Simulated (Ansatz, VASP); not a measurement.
**Two plane-wave programs on WC (Qusongite)**

```
W C
1.0
     2.91210    0.00000    0.00000
    -1.45605    2.52195    0.00000
     0.00000    0.00000    2.83611
W C
1 1
Direct
  0.00000 0.00000 0.00000
  0.66667 0.33333 0.50000
```

Alike in both runs: functional r2SCAN; k mesh 18 × 18 × 14; occupations gaussian, width 0.1 eV; no spin polarisation.

Ansatz relaxed the structure, and its values are those at the end. VASP's run is a single point on that final structure, the one shown.

```csv
,VASP,Ansatz
version,VASP 6.6.1,Ansatz 0.2.0
potentials or method,"VASP PAW PBE potentials, release 64 (W_sv, C)","scalar-relativistic, plane waves, PAW"
plane-wave cutoff (eV),520,500
valence electrons in the cell,18,18
```

VASP gave:

| Item | Value |
| --- | --- |
| gap on the k mesh at the Fermi level (eV) | none |
| pressure (GPa) | 1.9 |

Task: What did Ansatz give for the same quantities?

Result: gap on the k mesh at the Fermi level (eV): none; pressure (GPa): 0.0.

A gap of «none» marks a metal or a gap that the smearing closes. With one functional, cell and mesh, what is left measures potentials, basis and numerics.

Caveats: the PAW data sets were made with another functional, which shifts forces and pressure a little (VASP). Spin-orbit coupling is left out, which matters for the levels of W.
